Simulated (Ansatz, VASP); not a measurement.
## Two plane-wave programs on MgO

The input INCAR:

```
PREC     = Accurate       # precision mode
ENCUT    = 520            # plane-wave cutoff, eV
EDIFF    = 1E-7           # SCF threshold, eV
ISMEAR   = 0              # smearing method
SIGMA    = 0.05           # smearing width, eV
LREAL    = F              # projectors in reciprocal space
LASPH    = T              # aspherical terms in the spheres
NELM     = 60             # most SCF steps
ALGO     = Normal         # electronic algorithm
ISIF     = 2              # what is computed and relaxed
LWAVE    = F              # write WAVECAR
LCHARG   = F              # write CHGCAR
GGA      = CA             # functional
NBANDS   = 11             # bands
```

File KPOINTS:

```
regular mesh
0
Gamma
  10 10 10
```

File POSCAR:

```
MgO
1.0
    0.0667234375      2.1351500000      2.1351500000
    2.1351500000      0.0667234375      2.1351500000
    2.2018734375      2.2018734375      0.0000000000
Mg O
1 1
Direct
    0.0000000000      0.0000000000      0.0000000000
    0.5000000000      0.5000000000      0.5000000000
```

Input for Ansatz:

```yaml
crystal:
  lattice:
    - [0.0667234375, 2.13515, 2.13515]
    - [2.13515, 0.0667234375, 2.13515]
    - [2.2018734375, 2.2018734375, 0.0]
  atoms:
    - { symbol: Mg, position: [0.0, 0.0, 0.0] }
    - { symbol: O, position: [0.5, 0.5, 0.5] }
basis:
  ecutwfc: 420
kpoints:
  mp_grid: { grid: [10, 10, 10] }
hamiltonian:
  xc: lda
scf:
  occupations: { method: gaussian, width: 0.05 }
output:
  forces: true
  stress: true
  eigenvalues: true
```

Change from the starting cell: strain +0.0625 x Voigt [0, 0, 0, 0, 0, 1], atoms carried along.

Alike in both runs: task single point; functional LDA; k mesh 10 × 10 × 10; occupations gaussian, width 0.05 eV; no spin polarisation.

```csv
,VASP,Ansatz
version,VASP 6.6.1,Ansatz 0.2.0
potentials or method,"VASP PAW LDA potentials, release 64 (Mg, O)","scalar-relativistic, plane waves, PAW"
plane-wave cutoff (eV),520,420
valence electrons in the cell,8,16
```

|  | VASP | Ansatz | Ansatz less VASP |
| --- | --- | --- | --- |
| gap on the k mesh at the Fermi level (eV) | 3.99 | 3.99 | +0.004 |
| least direct gap on the mesh (eV) | 3.99 | 3.99 | +0.004 |
| pressure (GPa) | -13.1 | -11.4 | +1.67 |
| largest component of the traceless stress (GPa) | 8.91 | 8.78 | -0.124 |

The two sets of potentials don't hold the same shells in valence.
